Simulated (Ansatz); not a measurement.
# Nb: the cost of one run

Method: DFT PBE, scalar-relativistic, plane waves, PAW, in Ansatz 0.2.0.

## 1. The structure to begin with

The structure is trigonal, space group R-3m (No. 166). The conventional cell has a = 3.622 Å, b = 3.622 Å, c = 10.076 Å, α = 90.00°, β = 90.00°, γ = 120.00°. Around Nb (site symmetry 3m) lie 3 Nb at 2.42 Å.

As a file:

```cif
data_structure
_symmetry_space_group_name_H-M 'R-3m:H'
_symmetry_Int_Tables_number 166
_cell_length_a 3.6224
_cell_length_b 3.6224
_cell_length_c 10.0760
_cell_angle_alpha 90.000
_cell_angle_beta 90.000
_cell_angle_gamma 120.000
_cell_volume 114.50
loop_
_atom_site_label
_atom_site_type_symbol
_atom_site_symmetry_multiplicity
_atom_site_Wyckoff_symbol
_atom_site_fract_x
_atom_site_fract_y
_atom_site_fract_z
_atom_site_occupancy
Nb1 Nb 6 c 0.00000 0.00000 0.22754 1
```

This is candidate A: grey arsenic (A7) type (R-3m, No. 166).

(A quick probe on a coarse mesh, which set the mesh and smearing, is not shown.)

## 3. Coarse relaxation (candidate A)

input.yaml

```yaml
crystal:
  lattice:
    - [1.8112095488, 1.0457023205, 3.3586709567]
    - [-1.8112095488, 1.0457023205, 3.3586709567]
    - [0.0, -2.0914046411, 3.3586709567]
  atoms:
    - { symbol: Nb, position: [0.22754, 0.22754, 0.22754] }
    - { symbol: Nb, position: [0.77246, 0.77246, 0.77246] }
basis:
  ecutwfc: 420
kpoints:
  mp_grid: { grid: [6, 6, 6] }
hamiltonian:
  xc: pbe
scf:
  occupations: { method: gaussian, width: 0.1 }
  lower_state_search: "off"
output:
  forces: true
  stress: true
  eigenvalues: true
relax:
  adjacent_minimum: "off"
  f_tol: 0.04
  max_steps: 70
  cell: { stress_tol: 0.4 }
```

**Question.** How long does this run take on 1 thread of an x86-64 CPU, shared host, and how much memory does it need?

About 17 s, with a peak of 0.4 GiB.
